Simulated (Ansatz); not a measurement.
# Ti9Si: the cost of one run

Computed with Ansatz 0.2.0 (DFT PBE+D3(BJ), scalar-relativistic, plane waves, PAW, unless a step's input says otherwise).

9 further runs of the same task are left out: 9 set aside as unsound or not needed.

### Step 1. The system as given

The structure is hexagonal, space group P6/mmm (No. 191). The conventional cell has a = 4.495 Å, b = 4.495 Å, c = 2.785 Å, α = 90.00°, β = 90.00°, γ = 120.00°. Ti (site symmetry 6/mmm) is surrounded by 14 Ti at 2.79 to 2.95 Å. Around Ti (site symmetry -6m2) lie 11 Ti at 2.59 to 2.95 Å.

Coordinates:

```
Ti
1.0
     4.49450    0.00000    0.00000
    -2.24725    3.89235    0.00000
     0.00000    0.00000    2.78535
Ti
3
Direct
  0.00000 0.00000 0.00000
  0.33333 0.66667 0.50000
  0.66667 0.33333 0.50000
```

It goes back to an entry of the Materials Project, which need not be the stable form.

It is the result of an earlier relaxation at this level (volume 16.24 Å³/atom; gap on the mesh: none (metal)).

### Step 2. Plan of the scan

Atoms count from 1 in the order of the input.

Si is moved over the surface cell at a fixed height above a rigid substrate; the origin of the map has the adsorbate above Ti9; the height is held at 2.50 Å.

The axes are (1) position of Si10 along the first surface vector, from above Ti9: 4 values from 0.00 to 0.75, periodic; (2) position of Si10 along the second surface vector, from above Ti9: 4 values from 0.00 to 0.75, periodic.

Nothing else is relaxed. Points are written as (first, second).

The two vectors of the plane (Å): (4.495, 0.000, 0.000); (-2.247, 4.786, 0.000).

### Step 3. The run at (0/4, 0/4) of the map's two axes

A dipole layer in the vacuum cancels the field that periodic copies would set up if the slab's two faces differ.

input.yaml

```yaml
crystal:
  lattice:
    - [4.4945043382, 0.0, 0.0]
    - [-2.2472521691, 4.7862921018, 0.0]
    - [0.0, 0.0, 22.4132660637]
  atoms:
    - { symbol: Ti, position: [0.5255594, 0.0511188, 0.1784657349] }
    - { symbol: Ti, position: [0.83067128, 0.66134256, 0.1953093904] }
    - { symbol: Ti, position: [0.13578316, 0.27156632, 0.2121530459] }
    - { symbol: Ti, position: [0.35623068, 0.71246136, 0.2795276677] }
    - { symbol: Ti, position: [0.6645445056, 0.3290253357, 0.2959575213] }
    - { symbol: Ti, position: [0.9709277949, 0.9415834331, 0.3131009545] }
    - { symbol: Ti, position: [0.191859366, 0.3842771862, 0.3807438705] }
    - { symbol: Ti, position: [0.5022405383, 0.0046866772, 0.3942145273] }
    - { symbol: Ti, position: [0.8055868414, 0.6113259178, 0.4155247181] }
    - { symbol: Si, position: [0.8055868414, 0.6113259178, 0.5270658025] }
basis:
  ecutwfc: 420
kpoints:
  mp_grid: { grid: [7, 6, 1] }
hamiltonian:
  xc: pbe
  pseudopotentials: { kind: paw, azcp: { folder: soft_1 } }
  dispersion: d3bj
scf:
  occupations: { method: gaussian, width: 0.1 }
output:
  forces: true
  eigenvalues: true
efield:
  axis: 3
  dipole_correction: true
  ramp_width: 0.04
```

Launch:

```
> ansatz run input.yaml --threads 2 --pin off --max-ram 6144MiB --backend cpu --events-out ev --progress --plain --runs-dir out
```

What time and memory should one allow on 2 threads of Intel Xeon 6975P-C (Granite Rapids), shared host?

About 37 s, with a peak of 1 GiB.
